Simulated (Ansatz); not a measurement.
Crystal: TiC.

```xyz
2
Lattice="0.0000 2.1657 2.1657 2.1657 0.0000 2.1657 2.1657 2.1657 0.0000" Properties=species:S:1:pos:R:3 pbc="T T T"
Ti    0.0000    0.0000    0.0000
C     2.1657    2.1657    2.1657
```

The cell is a database's computed one.

| Quantity | Value |
| --- | --- |
| Program | Ansatz 0.2.0 |
| Task | relaxation of cell and atoms |
| Functional | PBE |
| Dispersion | D4 |
| Potentials or basis | all-electron LAPW, scalar-relativistic |
| Basis error allowed | 0.001 eV/atom |
| k mesh | 11 × 11 × 11 |
| Occupations | fermi-dirac, width 0.05 eV |
| Spin | no spin polarisation |

At the start: volume 10.16 Å³/atom.

Question: How do energy, volume and symmetry change on relaxing?

Answer: Over 4 steps the energy falls by 2.6 meV/atom and the volume is 9.97 Å³/atom (-1.8 %); space group Fm-3m (No. 225, to 0.05 Å).

Step by step:
```tsv
step	energy change (eV)	largest force (eV/Å)	volume (Å³)
1	0.0000	0.0000	20.32
2	-0.0052	0.0000	19.99
3	-0.0053	0.0000	19.95
4	-0.0053	0.0000	19.95
```

Final structure:
```yaml
crystal:
  lattice:
    - [0.00000, 2.15259, 2.15259]
    - [2.15259, 0.00000, 2.15259]
    - [2.15259, 2.15259, 0.00000]
  atoms:
    - { symbol: Ti, position: [0.00000, 0.00000, 0.00000] }
    - { symbol: C, position: [0.50000, 0.50000, 0.50000] }
```
